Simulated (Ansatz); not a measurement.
**Pressure against volume: NaCl**

```xyz
2
Lattice="2.8600 0.0000 0.0000 0.0000 2.8600 0.0000 0.0000 0.0000 2.8600" Properties=species:S:1:pos:R:3 pbc="T T T"
Na    0.0000    0.0000    0.0000
Cl    1.4300    1.4300    1.4300
```

The cell comes from COD entry 2104025, which wasn't checked; take it as a given geometry.

Methods: DFT, PBEsol, all-electron LAPW, scalar-relativistic (Ansatz 0.2.0); DFT, PBEsol, PAW with Ansatz's default frozen-core files, scalar-relativistic (Ansatz 0.2.0).

For LAPW: a Γ-centred 9×9×9 k mesh, Fermi–Dirac smearing of 0.03 eV, basis error target 0.5 meV/atom, no spin polarisation. PAW takes a cutoff of 420 eV at this cell (files made with PBE, cores remade for this functional). The Ansatz runs share mesh, smearing and spin set-up. Plane-wave (PAW) pressures include the program's estimate of the Pulay term.

The cell above is scaled evenly, with fractional coordinates and shape held.

| V/V(cell) | V (Å³/atom) | P, LAPW (GPa) | P, PAW (GPa) | gap on the k mesh, LAPW (eV) | free energy over the lowest listed, PAW (meV/atom) |
| --- | --- | --- | --- | --- | --- |
| 0.9400 | 10.995 | 76.10 | 76.07 | 4.25 | 526.0 |
| 0.9600 | 11.229 | 70.06 | 70.03 | 4.34 | 419.4 |
| 0.9800 | 11.463 | 64.52 | 64.49 | 4.42 | 321.3 |
| 0.9900 | 11.580 | 61.92 | 61.90 | 4.46 | 275.1 |
| 1.0000 | 11.697 | 59.44 | 59.42 | 4.50 | 230.9 |
| 1.0100 | 11.814 | 57.06 | 57.04 | 4.54 | 188.4 |
| 1.0200 | 11.931 | 54.77 | 54.76 | 4.57 | 147.6 |
| 1.0400 | 12.165 | 50.49 | 50.47 | 4.64 | 70.8 |
| 1.0600 | 12.399 | 46.54 | 46.53 | 4.71 | 0.0 |
